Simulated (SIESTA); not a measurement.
The system is C.

```xyz
8
Lattice="2.5221 0.0000 0.0000 -1.2611 2.1842 0.0000 0.0000 0.0000 8.2371" Properties=species:S:1:pos:R:3 pbc="T T T"
C     1.2611    0.7281    6.9501
C     0.0000    1.4561    2.8315
C     1.2611    0.7281    5.4056
C     0.0000    1.4561    1.2870
C     0.0000    0.0000    7.4649
C     0.0000    0.0000    3.3463
C     0.0000    0.0000    4.8908
C     0.0000    0.0000    0.7722
```

This is a hexagonal form of diamond, not graphite.

Program: SIESTA 5.4.2. Alike in all runs: task band structure; no spin polarisation; cell as given; k mesh 12 × 12 × 4; smearing fermi-dirac 0.05 eV; grid cutoff 500 Ry; energy shift 0.002 Ry. Hardware: 1 thread of Intel(R) Xeon(R) Platinum 8488C (Sapphire Rapids), on a shared host.

Task: Order these runs on this cell by their wall time, lowest first.
A. level PBE; potentials or basis PseudoDojo 0.4 standard (PBE files), DZ (energy shift 0.002 Ry)
B. level PBE; potentials or basis PseudoDojo 0.4 standard (PBE files), TZDP (energy shift 0.002 Ry)
C. level B86bPBE; potentials or basis PseudoDojo 0.4 standard (PBE files), DZP (energy shift 0.002 Ry)

Result: A (40 s), C (150 s), B (410 s).

Caveats: the basis has no polarisation orbitals (some runs).

Not every run made on this cell is shown here.
